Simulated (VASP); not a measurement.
# WS2 in VASP: a series of runs

Runs on WS2. Level: r2SCAN. Tasks: single point.

Everything below comes from runs of VASP 6.6.1. Logs are shortened: lines on timing, memory, paths and dates and some standing lists are left out, and cuts for length are marked.

## 1. Starting point

The cell holds a sheet with vacuum, 3 atoms: a = 3.181 Å, b = 3.181 Å, c = 30.080 Å, α = 90.00°, β = 90.00°, γ = 120.00°.

The cell was built by a generator and needn't be a form met in nature.

## 2. Single point, r2SCAN

File POSCAR:

```
WS2
1.0
    3.1810105369      0.0000000000      0.0000000000
   -1.5905052685      2.7548359347      0.0000000000
    0.0000000000      0.0000000000     30.0800000023
S W
2 1
Direct
    0.6666666667      0.3333333333      0.2330734224
    0.6666666667      0.3333333333      0.3367404074
    0.3333333333      0.6666666667      0.2849069149
```

File INCAR.step1:

```
SYSTEM = WS2
PREC = Accurate ; ENCUT = 520
ISMEAR = 0 ; SIGMA = 0.03
LREAL = .False. ; LASPH = .True.
NELM = 100 ; LDIPOL = .True.
IDIPOL = 3 ; DIPOL = 0.5 0.5 0.285
NBANDS = 20 ; GGA = PE
ALGO = Normal ; EDIFF = 1E-4
LWAVE = .True. ; LCHARG = .False.
```

File INCAR.step2:

```
SYSTEM = WS2
PREC = Accurate ; ENCUT = 520
EDIFF = 1E-6 ; ISMEAR = 0
SIGMA = 0.03 ; LREAL = .False.
LASPH = .True. ; NELM = 100
ALGO = Normal ; ISIF = 2
LWAVE = .False. ; LCHARG = .False.
LDIPOL = .True. ; IDIPOL = 3
DIPOL = 0.5 0.5 0.285 ; METAGGA = R2SCAN
LMIXTAU = .True. ; NBANDS = 20
ISTART = 1
```

File KPOINTS:

```
Automatic mesh
0
Gamma
  12 12 1
  0 0 0
```

Potentials or basis: VASP PAW PBE potentials, release 64 (S, W_sv).

The run is started by

```sh
$ cat potpaw_PBE.64/S/POTCAR potpaw_PBE.64/W_sv/POTCAR > POTCAR
$ cp INCAR.step1 INCAR
$ mpirun -np 1 vasp_std > vasp.out
$ cp INCAR.step2 INCAR
$ mpirun -np 1 vasp_std > vasp.out
```

OUTCAR:

```text
SYSTEM = WS2
   PREC = Accurate
   ENCUT = 520
   EDIFF = 1E-6
   ISMEAR = 0
   LREAL = .False.
   LASPH = .True.
   NELM = 100
   ISIF = 2
   METAGGA = R2SCAN
   ISTART = 1

 ion  position               nearest neighbor table
   1  0.667  0.333  0.233-   3 2.41   3 2.41   3 2.41
   2  0.667  0.333  0.337-   3 2.41   3 2.41   3 2.41
   3  0.333  0.667  0.285-   1 2.41   2 2.41   1 2.41   2 2.41   1 2.41   2 2.41

  LATTYP: Found a hexagonal cell.
 ALAT       =     3.1810105369
 C/A-ratio  =     9.4561145439

  Lattice vectors:

 A1 = (   3.1810105369,   0.0000000000,   0.0000000000)
 A2 = (  -1.5905052685,   2.7548359347,   0.0000000000)
 A3 = (   0.0000000000,   0.0000000000,  30.0800000023)

Analysis of symmetry for initial positions (statically):
=====================================================================
 Subroutine PRICEL returns:
 Original cell was already a primitive cell.

 Routine SETGRP: Setting up the symmetry group for a
 hexagonal supercell.

 Subroutine GETGRP returns: Found 12 space group operations
 (whereof  6 operations were pure point group operations)
 out of a pool of 24 trial point group operations.

The static configuration has the point symmetry C_3v.
 The point group associated with its full space group is D_3h.

Analysis of symmetry for dynamics (positions and initial velocities):
=====================================================================
 Subroutine PRICEL returns:
 Original cell was already a primitive cell.

 Routine SETGRP: Setting up the symmetry group for a
 hexagonal supercell.

 Subroutine GETGRP returns: Found 12 space group operations
 (whereof  6 operations were pure point group operations)
 out of a pool of 24 trial point group operations.

The dynamic configuration has the point symmetry C_3v.
 The point group associated with its full space group is D_3h.

 Subroutine INISYM returns: Found 12 space group operations
 (whereof  6 operations are pure point group operations),
 and found     1 'primitive' translations

----------------------------------------------------------------------------------------

                                     Primitive cell

  volume of cell :     263.5959

[... 86 lines left out ...]
   EDIFFG = 0.1E-04   stopping-criterion for IOM
   NSW    =      0    number of steps for IOM
   IBRION =     -1    ionic relax: 0-MD 1-quasi-New 2-CG
   NFREE  =      0    steps in history (QN), initial steepest desc. (CG)
   ISIF   =      2    stress and relaxation
   ISYM   =      2    0-nonsym 1-usesym 2-fastsym
   POTIM  = 0.5000    time-step for ionic-motion
   TEBEG  =    0.0;   TEEND  =   0.0 temperature during run
   PSTRESS=    0.0 pullay stress
   NELECT =      26.0000    total number of electrons
   NUPDOWN=      -1.0000    fix difference up-down
   EMIN   =  10.00;   EMAX   =-10.00  energy-range for DOS
   EFERMI =   0.00;   METHOD = LEGACY
   ISMEAR =     0;   SIGMA  =   0.03  broadening in eV -4-tet -1-fermi 0-gaus
   EFERMI_NEDOS =   21; number of points for ismear=-14 and -15
   IALGO  =     38    algorithm
   IMIX   =      4    mixing-type and parameters
     AMIX     =   0.40;   BMIX     =  1.00
     AMIX_MAG =   1.60;   BMIX_MAG =  1.00
  volume/ion in A,a.u.               =      87.87       592.94
  Fermi-wavevector in a.u.,A,eV,Ry     =   0.756403  1.429394  7.784505  0.572145
  Thomas-Fermi vector in A             =   1.854515
   LORBIT       =      0    0 simple, 1 ext, 2 COOP (PROOUT), +10 PAW based schemes
   METAGGA = R2SCAN    functional components
   LHFCALC =     F    Hartree Fock is set to
   AEXX    =    0.0000 exact exchange contribution
   IVDW    =     0    specifies the selected vdW correction
   LEPSILON=     F    determine dielectric tensor
   LRPA    =     F    only Hartree local field effects (RPA)
 non-spin polarized calculation
 Gauss-broadening in eV      SIGMA  =   0.03
  energy-cutoff  :      520.00
  volume of cell :      263.60
 maximum number of plane-waves:      7145
 NGX is ok and might be reduce to    24
   NGX = 11   NGY = 11   NGZ =111

 dipolmoment           0.000000      0.000000      0.000001 electrons x Angstroem

 number of electron      26.0000000 magnetization

 dipolmoment           0.000000      0.000000     -0.000001 electrons x Angstroem

 Free energy of the ion-electron system (eV)
  ---------------------------------------------------
  ext. energy  EPLUGINS =         0.00000000
  ---------------------------------------------------
  free energy    TOTEN  =       -70.03990108 eV

  energy without entropy =      -70.03990108  energy(sigma->0) =      -70.03990108

 E-fermi :  -3.1756     XC(G=0):  -2.5951

 val. band max:       -3.3509262254   @ k =   0.0000   0.0000   0.0000
 cond. band min:      -1.4395270108   @ k =   0.3333   0.3333   0.0000
 fundamental gap:      1.9113992146
 Fermi energy:        -3.1756399355

 k-point     1 :       0.0000    0.0000    0.0000
  band No.  band energies     occupation
      1     -79.3199      2.00000
      2     -42.9078      2.00000
      3     -42.7539      2.00000
      4     -42.7539      2.00000
      5     -18.8500      2.00000
      6     -17.1105      2.00000
[... 426 lines left out ...]
     19       4.1012      0.00000
     20       6.6298      0.00000

------------------------ aborting loop because EDIFF is reached ----------------------------------------

 vacuum level on the upper side and lower side of the slab       (xc-potential included)        -0.021        -0.021

  FORCE on cell =-STRESS in cart. coord.  units (eV):
  Direction    XX          YY          ZZ          XY          YZ          ZX
  --------------------------------------------------------------------------------------
  -------------------------------------------------------------------------------------
  Total        0.0794005      0.0794005      0.0429425     -0.0000000      0.0000000      0.0000000
  in kB        0.4826084      0.4826084      0.2610111     -0.0000000      0.0000000      0.0000000
  external PRESSURE =       0.4087427 kB  Pullay stress =       0.0000000 kB

 VOLUME and BASIS-vectors are now :
 -----------------------------------------------------------------------------
  energy-cutoff  :      520.00
  volume of cell :      263.60
      direct lattice vectors                 reciprocal lattice vectors
     3.181010537  0.000000000  0.000000000     0.314365510  0.181499012  0.000000000
    -1.590505269  2.754835935  0.000000000     0.000000000  0.362998024  0.000000000
     0.000000000  0.000000000 30.080000002     0.000000000  0.000000000  0.033244681

 POSITION                                       TOTAL-FORCE (eV/Angst)
 -----------------------------------------------------------------------------------
      1.59051      0.91828      7.01085         0.000000      0.000000     -0.021776
      1.59051      0.91828     10.12915        -0.000000      0.000000      0.021776
     -0.00000      1.83656      8.57000         0.000000     -0.000000      0.000000
 -----------------------------------------------------------------------------------
    total drift:                                0.000001      0.000001      0.000054

  FREE ENERGIE OF THE ION-ELECTRON SYSTEM (eV)
  ---------------------------------------------------
  free  energy   TOTEN  =       -70.0399010841 eV

  energy  without entropy=      -70.0399010841  energy(sigma->0) =      -70.03990108

 vacuum level on the upper side and lower side of the slab         2.522         2.522
```

It took 11 min on 1 thread of Intel Xeon Platinum 8259CL at 2.50GHz (Skylake/Cascade Lake), shared host; peak memory 0.44 GiB.

Results:

| Property | Result |
| --- | --- |
| Free energy | -70.0399 eV |
| Largest force | 0.022 eV/Å |
| Band gap on the k mesh | 1.91 eV, indirect (least direct gap 1.93 eV) |

Forces on the atoms (eV/Å):
```
S    0.000  0.000 -0.022
S    0.000  0.000  0.022
W    0.000  0.000  0.000
```

Levels at points of the mesh, in eV from the valence-band top:
```tsv
k point	band 10	band 11	band 12	band 13	band 14	band 15	band 16	band 17
(0.00, 0.00, 0.00)	-2.23	-1.78	-1.78	0.00	3.08	3.08	3.23	3.23
(0.50, 0.00, 0.00)	-3.64	-2.27	-1.43	-0.98	3.00	3.47	4.41	5.01
```

Caveat: the PAW data sets were made with another functional, which shifts forces and pressure a little; spin-orbit coupling is left out, which moves the levels of the heavy elements.

## 3. Single point, r2SCAN

This run uses another cell than the first one, of 49.72 Å³/atom, 0.566 times its volume.

File POSCAR:

```
WS2
1.0
    3.1700000000      0.0000000000      0.0000000000
   -1.5850000000      2.7453005300      0.0000000000
    0.0000000000      0.0000000000     17.1400000000
S W
2 1
Direct
    0.6666670000      0.3333330000      0.4084014002
    0.6666670000      0.3333330000      0.5915985998
    0.3333330000      0.6666670000      0.5000000000
```

File INCAR.step1:

```
SYSTEM = WS2
  PREC = Accurate
  ENCUT = 520
  ISMEAR = 0
  SIGMA = 0.03
  LREAL = .FALSE.
  LASPH = .TRUE.
  NELM = 100
  LDIPOL = .TRUE.
  IDIPOL = 3
  DIPOL = 0.5 0.5 0.500
  NBANDS = 20
  GGA = PE
  ALGO = Normal
  EDIFF = 1E-4
  LWAVE = .TRUE.
  LCHARG = .FALSE.
```

File INCAR.step2:

```
SYSTEM = WS2
  PREC = Accurate
  ENCUT = 520
  EDIFF = 1E-7
  ISMEAR = 0
  SIGMA = 0.03
  LREAL = .FALSE.
  LASPH = .TRUE.
  NELM = 100
  ALGO = Normal
  ISIF = 2
  LWAVE = .FALSE.
  LCHARG = .TRUE.
  LDIPOL = .TRUE.
  IDIPOL = 3
  DIPOL = 0.5 0.5 0.500
  METAGGA = R2SCAN
  LMIXTAU = .TRUE.
  LELF = .TRUE.
  LVHAR = .TRUE.
  LVACPOTAV = .TRUE.
  NBANDS = 20
  ISTART = 1
```

File KPOINTS:

```
regular mesh
0
G
  12 12 1
  0 0 0
```

Potentials or basis: VASP PAW PBE potentials, release 64 (S, W_sv).

The run is started by

```sh
$ cat potpaw_PBE.64/S/POTCAR potpaw_PBE.64/W_sv/POTCAR > POTCAR
$ cp INCAR.step1 INCAR
$ mpirun -np 1 vasp_std > vasp.out
$ cp INCAR.step2 INCAR
$ mpirun -np 1 vasp_std > vasp.out
```

Run time: 4.7 min. Hardware: 1 thread of Intel Xeon Platinum 8259CL at 2.50GHz (Skylake/Cascade Lake), shared host; peak memory 0.31 GiB.

Results (log left out):

```yaml
Free_energy: -70.0383 eV
Largest_force: 0.125 eV/Å
Band_gap_on_the_k_mesh: 2.00 eV, direct
Ionisation_potential_of_the_upper_face: 5.88 eV
```

Forces on the atoms (eV/Å):
```
S    0.000  0.000  0.125
S    0.000  0.000 -0.125
W    0.000  0.000  0.000
```

Levels at points of the mesh, in eV from the valence-band top:
```csv
k point,band 11,band 12,band 13,band 14,band 15,band 16
"(0.00, 0.00, 0.00)",-1.71,-1.71,-0.06,3.11,3.11,3.23
"(0.50, 0.00, 0.00)",-2.31,-1.37,-0.99,3.07,3.51,4.41
```

Caveat: the PAW data sets were made with another functional, which shifts forces and pressure a little; spin-orbit coupling is left out, which moves the levels of the heavy elements. r2SCAN opens gaps a little over a GGA but as a rule still falls short of measured ones.
